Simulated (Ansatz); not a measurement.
# Molybdenum, omega (AlB2-type) under RPBE: from relaxation to bulk modulus, part 2 of 2

Aim: take molybdenum in the omega (AlB2-type) structure, relax it, solve it on a dense k-mesh, then scale the cell to 7 volumes from 88 to 112 % of the relaxed one and try a fit of the equation of state. Spin polarisation is left out. The k-meshes are 8×8×11 for the relaxation; 10×10×16 for the dense run; 9×9×14 for the volumes.

Ansatz 0.2.0; DFT, RPBE, plane waves (420 eV) with PAW, scalar-relativistic.

### Step 4. At 88 % of the relaxed volume

Contents of input.yaml:

```yaml
crystal:
  lattice:
    - [4.4950220006, 0.0, 0.0]
    - [-2.2475110003, 3.8928032431, 0.0]
    - [0.0, 0.0, 2.4677992335]
  atoms:
    - { symbol: Mo, position: [0.0, 1.0, 0.0] }
    - { symbol: Mo, position: [0.3333333333, 0.6666666667, 0.5] }
    - { symbol: Mo, position: [0.6666666667, 0.3333333333, 0.5] }
hamiltonian:
  xc: rpbe
  pseudopotentials:
    kind: paw
    azcp:
      Mo: "pseudopotentials/Mo.paw.azcp"
basis:
  ecutwfc: 420
  fft_grid_basis: typed
kpoints:
  mp_grid: { grid: [9, 9, 14], shift: [0, 0, 0] }
magnetization:
  spin_polarized: false
scf:
  occupations: { method: fermi_dirac, width: 0.1 }
  lower_state_search: "off"
output:
  stress: true
```

Command:

```console
ansatz run input.yaml --threads 2 --pin off --max-ram 5120MiB --backend cpu --events-out ev --progress --plain --runs-dir out
```

The log of the run, cut to the lines that bear on the results:

```text
Warning: RAYON_NUM_THREADS=2 ignored (pool sized by the plan → 2); use --threads N
[...]
Pseudopotentials: kind: paw
Pseudopotential: Mo, paw, valence charge 14, recommended cutoff 420 eV (normal), <dir>
Functional definition: RPBE
[...]
Crystal: 3 atoms, lattice volume = 43.182 Å³
Basis set: ecut = 420 eV, 855 PW (Γ)
Bands: 26, of which v1, the nominal top of the filled ones, is band 21 counted from 1 (20 counted from 0)
Symmetry: 24 space group operations
Space group: P6/mmm (ITA 191), of the structure as read, at distance tolerance 3.5e-5 Å
k-points: 96 of 1134
[...]
SCF iter   1: F=—  HF=-14887.344617 eV  |F-HF|=—  |Δ(HF+E_count)|=         —  Δρ=1.27e-2  dr2=1.42e-1  ethr=1.77e-3  ⟨swp⟩=5.0  Hψ=10416  notcnv=0
[...]
SCF iter   7: F=-14887.329812 eV  HF=-14887.329812 eV  |F-HF|=2.11e-9  |Δ(HF+E_count)|=   2.66e-8  Δρ=4.90e-6  dr2=5.98e-9  ethr=2.38e-10  ⟨swp⟩=4.0  Hψ=7969  notcnv=0
[...]
SCF converged after 7 iterations
Free energy (F): -14887.329812 eV
[...]
E sigma→0 (E₀):  -14887.272867 eV
Entropy (-TS):   -0.113889 eV (-37.963 meV/atom)
Fermi energy:    23.092819 eV
[...]
--- Stress (GPa, compression-positive) ---
       36.776761       0.000000       0.000000
        0.000000      36.776761       0.000000
        0.000000       0.000000      40.102364
  P = ⅓ Tr σ = 37.8853 GPa (378.853 kbar)
```

It took 2.3 s on 2 threads of Arm Neoverse V2, shared host; peak memory 0.35 GiB.

### Step 5. At 92 % of the relaxed volume

input.yaml: that of step 4 with these lines changed.

```diff
@@ -2,5 +2,5 @@
   lattice:
-    - [4.4950220006, 0.0, 0.0]
-    - [-2.2475110003, 3.8928032431, 0.0]
-    - [0.0, 0.0, 2.4677992335]
+    - [4.5621217737, 0.0, 0.0]
+    - [-2.2810608869, 3.9509133512, 0.0]
+    - [0.0, 0.0, 2.5046374889]
   atoms:
@@ -27 +27,5 @@
   stress: true
+  write_density: true
+  write_potential: true
+  elf: true
+  volumetric_format: npy
```

Command:

```console
ansatz run input.yaml --threads 2 --pin off --max-ram 5120MiB --backend cpu --events-out ev --progress --plain --runs-dir out
```

The log of the run, cut to the lines that bear on the results:

```text
Warning: RAYON_NUM_THREADS=2 ignored (pool sized by the plan → 2); use --threads N
[...]
[... 3 set-up lines as earlier in the session ...]
[...]
Crystal: 3 atoms, lattice volume = 45.145 Å³
Basis set: ecut = 420 eV, 903 PW (Γ)
Bands: 26, of which v1, the nominal top of the filled ones, is band 21 counted from 1 (20 counted from 0)
[... 2 set-up lines as earlier in the session ...]
k-points: 96 of 1134
[...]
SCF iter   1: F=—  HF=-14887.711466 eV  |F-HF|=—  |Δ(HF+E_count)|=         —  Δρ=1.24e-2  dr2=1.48e-1  ethr=1.77e-3  ⟨swp⟩=5.0  Hψ=10189  notcnv=0
[...]
SCF iter   7: F=-14887.696814 eV  HF=-14887.696814 eV  |F-HF|=2.24e-9  |Δ(HF+E_count)|=   2.06e-8  Δρ=4.55e-6  dr2=5.49e-9  ethr=2.38e-10  ⟨swp⟩=7.4  Hψ=14423  notcnv=0
the search or the solves at the SCF's close seem to have found levels that the self-consistency loop had missed (the run counts 1). By its estimate they hold under 1e-12 electrons; where the run keeps them, the occupations were computed again with them
[...]
SCF converged after 7 iterations
Free energy (F): -14887.696814 eV
[...]
E sigma→0 (E₀):  -14887.637334 eV
Entropy (-TS):   -0.118960 eV (-39.653 meV/atom)
Fermi energy:    21.946949 eV
[...]
--- Stress (GPa, compression-positive) ---
       22.095234       0.000000       0.000000
        0.000000      22.095234       0.000000
        0.000000       0.000000      23.503443
  P = ⅓ Tr σ = 22.5646 GPa (225.646 kbar)
--- Band table (eV; the first three rows and the last of 96) ---
  k-point 0: bands = ["-39.1343", "-38.8980", "-38.7202", "-13.3955", "-13.3955", "-13.3081", "-13.3081", "-12.3146", "-12.3146", "-12.2535", "-11.9985", "-11.9035", "14.8384", "16.9348", "18.9704", "19.3432", "19.6499", "19.6499", "19.7123", "19.7123", "21.3280", "21.3280", "23.7955", [...]
[...]
```

Run time: 3.4 s. Hardware: 2 threads of Arm Neoverse V2, shared host; peak memory 0.36 GiB.

Density in a lattice plane of the grid's cell (edges 4.56 and 4.56 Å, at 0.500 of the third edge), which holds Mo.

Ten even steps from '0' (0.28 e/Å³) to '9' (6.55 e/Å³):
```
000000000000000000000000
000000000011000000000000
000000012233210000000000
000000135665310000000000
000002478987420000000000
000014799997310000000000
000136999985200000000000
000147999852100000000000
000146776421000001111000
000123442100000124432100
000011110000012467764100
000000000000125899974100
000000000000258999963100
000000000001379999741000
000000000002478987420000
000000000001356653100000
000000000001233221000000
000000000000011000000000
000000000000000000000000
000000000000000000000000
```
Columns run along the first of these edges and rows up along the second, over one cell in 24 and 20 even steps from the bottom left corner. Atoms in the plane (fractional): Mo at (0.33, 0.67), Mo at (0.67, 0.33).

ELF in the same plane.

Ten even steps from '0' (0.24) to '9' (0.74):
```
111123321000000123321111
112232100123210012321111
122210025677530012322111
333101479999851013332222
431015898899851023433333
420059974489840123322233
210389842599620122100012
101599867996201100000001
101589999863111113443100
101478886421112468887410
100134431111136899998510
110000000110269976899510
221000122102699524898301
433222332104898447995002
433333432015899889851013
322223331015899997410133
111122321003577652001222
111112321001232100123221
111112332100000012332111
111123443211111234432111
```
Columns run along the first of these edges and rows up along the second, over one cell in 24 and 20 even steps from the bottom left corner. Atoms in the plane (fractional): Mo at (0.33, 0.67), Mo at (0.67, 0.33).

Both are smooth fields of the valence electrons: close to the nuclei they are not physical.

Maxima of ELF outside the ion cores: 0.46 between the atoms, 1.7 Å from Mo.

### Step 6. At 96 % of the relaxed volume

input.yaml: that of step 5 with these lines changed.

```diff
@@ -2,5 +2,5 @@
   lattice:
-    - [4.5621217737, 0.0, 0.0]
-    - [-2.2810608869, 3.9509133512, 0.0]
-    - [0.0, 0.0, 2.5046374889]
+    - [4.6273037483, 0.0, 0.0]
+    - [-2.3136518742, 4.0073625971, 0.0]
+    - [0.0, 0.0, 2.5404228593]
   atoms:
@@ -27,5 +27 @@
   stress: true
-  write_density: true
-  write_potential: true
-  elf: true
-  volumetric_format: npy
```

Command:

```console
ansatz run input.yaml --threads 2 --pin off --max-ram 5120MiB --backend cpu --events-out ev --progress --plain --runs-dir out
```

The log of the run, cut to the lines that bear on the results:

```text
Warning: RAYON_NUM_THREADS=2 ignored (pool sized by the plan → 2); use --threads N
[...]
[... 3 set-up lines as earlier in the session ...]
[...]
Crystal: 3 atoms, lattice volume = 47.108 Å³
Basis set: ecut = 420 eV, 915 PW (Γ)
Bands: 26, of which v1, the nominal top of the filled ones, is band 21 counted from 1 (20 counted from 0)
[... 2 set-up lines as earlier in the session ...]
k-points: 96 of 1134
[...]
SCF iter   1: F=—  HF=-14887.908330 eV  |F-HF|=—  |Δ(HF+E_count)|=         —  Δρ=1.18e-2  dr2=1.45e-1  ethr=1.77e-3  ⟨swp⟩=5.0  Hψ=10033  notcnv=0
[...]
SCF iter   7: F=-14887.894487 eV  HF=-14887.894487 eV  |F-HF|=3.89e-10  |Δ(HF+E_count)|=   5.88e-9  Δρ=3.23e-6  dr2=2.08e-9  ethr=2.38e-10  ⟨swp⟩=4.0  Hψ=7867  notcnv=0
[...]
SCF converged after 7 iterations
Free energy (F): -14887.894487 eV
[...]
E sigma→0 (E₀):  -14887.832537 eV
Entropy (-TS):   -0.123901 eV (-41.300 meV/atom)
Fermi energy:    20.890935 eV
[...]
--- Stress (GPa, compression-positive) ---
       10.167104       0.000000       0.000000
        0.000000      10.167104       0.000000
        0.000000       0.000000      10.068536
  P = ⅓ Tr σ = 10.1342 GPa (101.342 kbar)
```

Run time: 2.5 s. Hardware: 2 threads of Arm Neoverse V2, shared host; peak memory 0.36 GiB.

### Step 7. At 100 % of the relaxed volume

input.yaml: that of step 6 with these lines changed.

```diff
@@ -2,5 +2,5 @@
   lattice:
-    - [4.6273037483, 0.0, 0.0]
-    - [-2.3136518742, 4.0073625971, 0.0]
-    - [0.0, 0.0, 2.5404228593]
+    - [4.6906993487, 0.0, 0.0]
+    - [-2.3453496744, 4.0622647975, 0.0]
+    - [0.0, 0.0, 2.5752274974]
   atoms:
```

Command:

```console
ansatz run input.yaml --threads 2 --pin off --max-ram 5120MiB --backend cpu --events-out ev --progress --plain --runs-dir out
```

The log of the run, cut to the lines that bear on the results:

```text
Warning: RAYON_NUM_THREADS=2 ignored (pool sized by the plan → 2); use --threads N
[...]
[... 3 set-up lines as earlier in the session ...]
[...]
Crystal: 3 atoms, lattice volume = 49.071 Å³
Basis set: ecut = 420 eV, 951 PW (Γ)
Bands: 26, of which v1, the nominal top of the filled ones, is band 21 counted from 1 (20 counted from 0)
[... 2 set-up lines as earlier in the session ...]
k-points: 96 of 1134
[...]
SCF iter   1: F=—  HF=-14887.966839 eV  |F-HF|=—  |Δ(HF+E_count)|=         —  Δρ=1.12e-2  dr2=1.36e-1  ethr=1.77e-3  ⟨swp⟩=5.0  Hψ=9914  notcnv=0
[...]
SCF iter   7: F=-14887.954640 eV  HF=-14887.954640 eV  |F-HF|=3.64e-12  |Δ(HF+E_count)|=   4.02e-9  Δρ=3.09e-6  dr2=1.83e-9  ethr=2.38e-10  ⟨swp⟩=4.0  Hψ=7727  notcnv=0
[...]
SCF converged after 7 iterations
Free energy (F): -14887.954640 eV
[...]
E sigma→0 (E₀):  -14887.890225 eV
Entropy (-TS):   -0.128832 eV (-42.944 meV/atom)
Fermi energy:    19.915287 eV
[...]
--- Stress (GPa, compression-positive) ---
        0.458956       0.000000       0.000000
       -0.000000       0.458956       0.000000
        0.000000       0.000000      -0.809524
  P = ⅓ Tr σ = 0.0361 GPa (0.361 kbar)
```

Run time: 2.5 s. Hardware: 2 threads of Arm Neoverse V2, shared host; peak memory 0.36 GiB.

### Step 8. At 104 % of the relaxed volume

input.yaml: that of step 7 with these lines changed.

```diff
@@ -2,5 +2,5 @@
   lattice:
-    - [4.6906993487, 0.0, 0.0]
-    - [-2.3453496744, 4.0622647975, 0.0]
-    - [0.0, 0.0, 2.5752274974]
+    - [4.7524261556, 0.0, 0.0]
+    - [-2.3762130778, 4.1157217804, 0.0]
+    - [0.0, 0.0, 2.6091159559]
   atoms:
```

Command:

```console
ansatz run input.yaml --threads 2 --pin off --max-ram 5120MiB --backend cpu --events-out ev --progress --plain --runs-dir out
```

The log of the run, cut to the lines that bear on the results:

```text
Warning: RAYON_NUM_THREADS=2 ignored (pool sized by the plan → 2); use --threads N
[...]
[... 3 set-up lines as earlier in the session ...]
[...]
Crystal: 3 atoms, lattice volume = 51.033 Å³
Basis set: ecut = 420 eV, 999 PW (Γ)
Bands: 26, of which v1, the nominal top of the filled ones, is band 21 counted from 1 (20 counted from 0)
[... 2 set-up lines as earlier in the session ...]
k-points: 96 of 1134
[...]
SCF iter   1: F=—  HF=-14887.913417 eV  |F-HF|=—  |Δ(HF+E_count)|=         —  Δρ=1.03e-2  dr2=1.21e-1  ethr=1.77e-3  ⟨swp⟩=5.0  Hψ=9893  notcnv=0
[...]
SCF iter   7: F=-14887.903115 eV  HF=-14887.903115 eV  |F-HF|=2.55e-10  |Δ(HF+E_count)|=   6.55e-9  Δρ=3.14e-6  dr2=2.47e-9  ethr=2.38e-10  ⟨swp⟩=4.0  Hψ=7705  notcnv=0
[...]
SCF converged after 7 iterations
Free energy (F): -14887.903115 eV
[...]
E sigma→0 (E₀):  -14887.836143 eV
Entropy (-TS):   -0.133944 eV (-44.648 meV/atom)
Fermi energy:    19.011403 eV
[...]
--- Stress (GPa, compression-positive) ---
       -7.431369      -0.000000       0.000000
        0.000000      -7.431369       0.000000
        0.000000       0.000000      -9.619423
  P = ⅓ Tr σ = -8.1607 GPa (-81.607 kbar)
```

Wall time 2.6 s (2 threads of Arm Neoverse V2, shared host); peak memory 0.36 GiB.

### Step 9. At 108 % of the relaxed volume

input.yaml: that of step 8 with these lines changed.

```diff
@@ -2,5 +2,5 @@
   lattice:
-    - [4.7524261556, 0.0, 0.0]
-    - [-2.3762130778, 4.1157217804, 0.0]
-    - [0.0, 0.0, 2.6091159559]
+    - [4.8125898356, 0.0, 0.0]
+    - [-2.4062949178, 4.1678250557, 0.0]
+    - [0.0, 0.0, 2.6421462466]
   atoms:
@@ -27 +27,5 @@
   stress: true
+  write_density: true
+  write_potential: true
+  elf: true
+  volumetric_format: npy
```

Command:

```console
ansatz run input.yaml --threads 2 --pin off --max-ram 5120MiB --backend cpu --events-out ev --progress --plain --runs-dir out
```

The log of the run, cut to the lines that bear on the results:

```text
Warning: RAYON_NUM_THREADS=2 ignored (pool sized by the plan → 2); use --threads N
[...]
[... 3 set-up lines as earlier in the session ...]
[...]
Crystal: 3 atoms, lattice volume = 52.996 Å³
Basis set: ecut = 420 eV, 1017 PW (Γ)
Bands: 26, of which v1, the nominal top of the filled ones, is band 21 counted from 1 (20 counted from 0)
[... 1 set-up line as earlier in the session ...]
Space group: P6/mmm (ITA 191), of the structure as read, at distance tolerance 3.8e-5 Å
k-points: 96 of 1134
[...]
SCF iter   1: F=—  HF=-14887.768749 eV  |F-HF|=—  |Δ(HF+E_count)|=         —  Δρ=9.37e-3  dr2=1.01e-1  ethr=1.77e-3  ⟨swp⟩=5.1  Hψ=9541  notcnv=0
[...]
SCF iter   6: F=-14887.761049 eV  HF=-14887.761049 eV  |F-HF|=9.27e-9  |Δ(HF+E_count)|=   4.29e-8  Δρ=4.43e-6  dr2=1.55e-8  ethr=2.38e-10  ⟨swp⟩=8.0  Hψ=15079  notcnv=0
[...]
SCF converged after 6 iterations
Free energy (F): -14887.761049 eV
[...]
E sigma→0 (E₀):  -14887.691425 eV
Entropy (-TS):   -0.139248 eV (-46.416 meV/atom)
Fermi energy:    18.171694 eV
[...]
--- Stress (GPa, compression-positive) ---
      -13.822235      -0.000000       0.000000
        0.000000     -13.822235       0.000000
        0.000000       0.000000     -16.751543
  P = ⅓ Tr σ = -14.7987 GPa (-147.987 kbar)
--- Band table (eV; the first three rows and the last of 96) ---
  k-point 0: bands = ["-42.9357", "-42.7584", "-42.6403", "-17.0244", "-17.0244", "-17.0191", "-17.0191", "-16.3836", "-16.3836", "-16.3634", "-16.1829", "-16.1138", "11.6006", "14.0304", "15.5875", "16.0472", "16.1904", "16.1904", "16.2611", "16.2611", "17.7469", "17.7469", "19.7341", [...]
[...]
```

Wall time 3.5 s (2 threads of Arm Neoverse V2, shared host); peak memory 0.38 GiB.

### Step 10. At 112 % of the relaxed volume

input.yaml: that of step 9 with these lines changed.

```diff
@@ -2,5 +2,5 @@
   lattice:
-    - [4.8125898356, 0.0, 0.0]
-    - [-2.4062949178, 4.1678250557, 0.0]
-    - [0.0, 0.0, 2.6421462466]
+    - [4.8712857403, 0.0, 0.0]
+    - [-2.4356428702, 4.2186572002, 0.0]
+    - [0.0, 0.0, 2.6743707182]
   atoms:
@@ -27,5 +27 @@
   stress: true
-  write_density: true
-  write_potential: true
-  elf: true
-  volumetric_format: npy
```

Command:

```console
ansatz run input.yaml --threads 2 --pin off --max-ram 5120MiB --backend cpu --events-out ev --progress --plain --runs-dir out
```

The log of the run, cut to the lines that bear on the results:

```text
Warning: RAYON_NUM_THREADS=2 ignored (pool sized by the plan → 2); use --threads N
[...]
[... 3 set-up lines as earlier in the session ...]
[...]
Crystal: 3 atoms, lattice volume = 54.959 Å³
Basis set: ecut = 420 eV, 1083 PW (Γ)
Bands: 26, of which v1, the nominal top of the filled ones, is band 21 counted from 1 (20 counted from 0)
[... 2 set-up lines as earlier in the session ...]
k-points: 96 of 1134
[...]
SCF iter   1: F=—  HF=-14887.550461 eV  |F-HF|=—  |Δ(HF+E_count)|=         —  Δρ=8.35e-3  dr2=7.91e-2  ethr=1.77e-3  ⟨swp⟩=5.0  Hψ=9307  notcnv=0
[...]
SCF iter   6: F=-14887.545757 eV  HF=-14887.545757 eV  |F-HF|=5.03e-9  |Δ(HF+E_count)|=   6.40e-8  Δρ=3.92e-6  dr2=1.08e-8  ethr=2.38e-10  ⟨swp⟩=4.0  Hψ=7836  notcnv=0
[...]
SCF converged after 6 iterations
Free energy (F): -14887.545757 eV
[...]
E sigma→0 (E₀):  -14887.473426 eV
Entropy (-TS):   -0.144662 eV (-48.221 meV/atom)
Fermi energy:    17.389600 eV
[...]
--- Stress (GPa, compression-positive) ---
      -18.976113      -0.000000       0.000000
       -0.000000     -18.976113       0.000000
        0.000000       0.000000     -22.514157
  P = ⅓ Tr σ = -20.1555 GPa (-201.555 kbar)
```

Wall time 2.4 s (2 threads of Arm Neoverse V2, shared host); peak memory 0.37 GiB.

### Step 11. Energy and pressure against volume

The cell was scaled evenly, with its shape and the fractional positions fixed.

```csv
V (Å³/atom),E − E₀ (meV/atom),P from the stress (GPa),P from the fit (GPa)
14.394,205.7,37.89,37.74
15.048,84.2,22.56,22.35
15.703,19.2,10.13,9.92
16.357,0.0,0.04,-0.16
17.011,18.0,-8.16,-8.35
17.665,66.2,-14.80,-15.01
18.320,138.9,-20.16,-20.43
```

Fit (Birch-Murnaghan, third order): V₀ = 16.345 Å³/atom, B₀ = 227 GPa, B₀′ = 4.2, largest residual 0.06 meV/atom.

The fit is made to E(σ → 0), while the stress belongs to the free energy F; that is one source of the offset between the two pressures.

### Step 12. Summary of results

This closing draws on all 2 parts.

| quantity | value |
| --- | --- |
| space group (spins left aside) | P6/mmm (No. 191) |
| conventional cell | a = 4.691 Å, c = 2.575 Å (c/a = 0.549) |
| volume | 16.357 Å³/atom |
| shortest distance | 2.575 Å |
| gap on the mesh | none (levels filled in part) |
| relative to bcc | +400 meV/atom |
| V₀, B₀, B₀′ | 16.345 Å³/atom, 227 GPa, 4.2 |

The relaxation enlarged the cell by 4.9 % in volume. Against the reference form of molybdenum (bcc, computed apart with the same settings) it stands 400 meV/atom higher. Levels at the Fermi energy are filled in part, as in a metal. B₀ comes out at 227 GPa; letting shape and positions relax at each volume could only lower it. Relaxation kept the symmetry; phonons were not checked.
